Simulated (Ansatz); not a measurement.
# Al₂Pt: the change of pressure with volume per atom

Results calculated with Ansatz 0.2.0, not measured. Periodic Kohn-Sham DFT of a crystal at fixed atoms; pressure and stress are positive in compression; the energy is the free energy less that of spherical unpolarised free atoms; site moments are those in the method's own spheres, positive along +z.

Cell of the first row (space group Fm-3m, No. 225):
```
CELL_PARAMETERS angstrom
0.00000 2.89470 2.89470
2.89470 0.00000 2.89470
2.89470 2.89470 0.00000
ATOMIC_POSITIONS crystal
Al 0.25000 0.25000 0.25000
Al 0.75000 0.75000 0.75000
Pt 0.00000 0.00000 0.00000
```

Settings of every row: method all-electron PAW; functional LDA; relativity scalar; k mesh 12x12x12; filling fermi-dirac; smearing width 0.08 eV; nucleus gaussian.

Atom start moment: 0 on all atoms.

Limits: no spin-orbit coupling on heavy atoms.

```
row  volume per atom (Å³)  pressure (GPa)
  1                 16.17           5.164
  2                16.858          -1.222
  3                17.202               ?
  4                17.374          -5.159
  5                 17.89          -8.485
```

Question: what pressure should row 3 give?

Worked fit of pressure. Take u = (V_r/V)^(2/3) − 1 with V_r = 17.116 Å³ an atom, which is twice the finite (Eulerian) strain; such expansions in the strain, on which the Birch-Murnaghan equation of state is built, carry the rest volume and the bulk modulus. The shown rows have u = 0.03863, 0.01018, -0.00992, -0.02906. Least squares give pressure = −3.2748 + 196.067 × u + 578.95 × u² GPa; a straight line predicts inner rows, each left out in turn, worse (root mean square 0.42 against 0.0079 GPa). The rows lie off it by 0.001, -0.003, 0.004, -0.001. The pressure vanishes at u = 0.0160, or V = 16.71 Å³ an atom, and there the bulk modulus at fixed shape and fractions is B = −V dP/dV = (2/3)(1 + u) dP/du = 145 GPa. The withheld row has u = -0.00334, so the fit gives −3.2748 + 196.067 × (-0.00334) + 578.95 × (-0.00334)² = -3.923 GPa.

The calculation gave -3.919 GPa. The fit lies 0.004 GPa (0.029 % of the column's range) below it; its largest miss of a shown row is 0.004 GPa.
